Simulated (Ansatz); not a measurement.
# BN (F-43m): equation of state

One table from this session's results is given with a row withheld; the runs are named, their logs left out.

Method: DFT PBE, scalar-relativistic, plane waves, PAW, in Ansatz 0.2.0.

2 further runs of the same task are left out: 1 that didn't finish, 1 set aside as unsound or not needed. Runs told in other sessions of the task aren't counted.

### The structure to begin with

Symmetry: F-43m, No. 216, cubic system. The conventional cell has a = 3.625 Å, b = 3.625 Å, c = 3.625 Å, α = 90.00°, β = 90.00°, γ = 90.00°. B (site symmetry -43m) has 4 N at 1.57 Å in its first shell of neighbours. N (site symmetry -43m) is surrounded by 4 B at 1.57 Å.

Structure file:

```
CELL_PARAMETERS angstrom
0.00000 1.81234 1.81234
1.81234 0.00000 1.81234
1.81234 1.81234 0.00000
ATOMIC_POSITIONS crystal
B 0.00000 0.00000 0.00000
N 0.75000 0.75000 0.75000
```

This cell comes from an earlier session at PBE: 5.953 Å³/atom at 0.00 GPa, on a 16×16×16 mesh.

Volume factors to run: 0.980, 1.020, 0.960, 1.040.

The first run:

The input, input.yaml:

```yaml
crystal:
  lattice:
    - [0.0, 1.80017895, 1.80017895]
    - [1.80017895, 0.0, 1.80017895]
    - [1.80017895, 1.80017895, 0.0]
  atoms:
    - { symbol: B, position: [0.0, 0.0, 0.0] }
    - { symbol: "N", position: [0.75, 0.75, 0.75] }
basis:
  ecutwfc: 420
  ecutrho_ratio: 4
kpoints:
  mp_grid: { grid: [16, 16, 16] }
hamiltonian:
  xc: pbe
scf:
  occupations: { method: gaussian, width: 0.05 }
output:
  forces: true
  stress: true
  eigenvalues: true
```

Started as:

```bash
$ ansatz run input.yaml --threads 4 --pin off --max-ram 7168MiB --backend cpu --events-out ev --progress --plain --runs-dir out
```

Among the steps run: Scaling the volume by 0.980; Volume × 1.020; Scaling the volume by 0.960; At 1.040 of the relaxed volume.

One of the session's tables, all rows but one given; the rest of the session is left out.

It belongs to the step «The fit». 

| volume (Å³/atom) | energy (meV/atom) | pressure (GPa) | gap (eV) |
| --- | --- | --- | --- |
| 5.715 | 11.78 | 16.34 | 4.50 |
| 5.834 | ? | ? | ? |
| 5.953 | 0.00 | 0.00 | 4.46 |
| 6.072 | 2.64 | -7.09 | 4.44 |
| 6.191 | 10.36 | -13.54 | 4.42 |

Q: Estimate the row for volume (Å³/atom) = 5.834 from the others.

Worked estimate for «energy (meV/atom)». A straight line through the neighbours (5.715, 11.78) and (5.953, 0.00) gives 11.78 + (0.00 − 11.78) × (5.834 − 5.715) / (5.953 − 5.715) = 5.89; a parabola fitted to 3 rows on both sides gives 3.05.

**Answer.** energy (meV/atom): 2.87; pressure (GPa): 7.79; gap (eV): 4.48. In «energy (meV/atom)» the line misses by +3.02 and the parabola by +0.18.
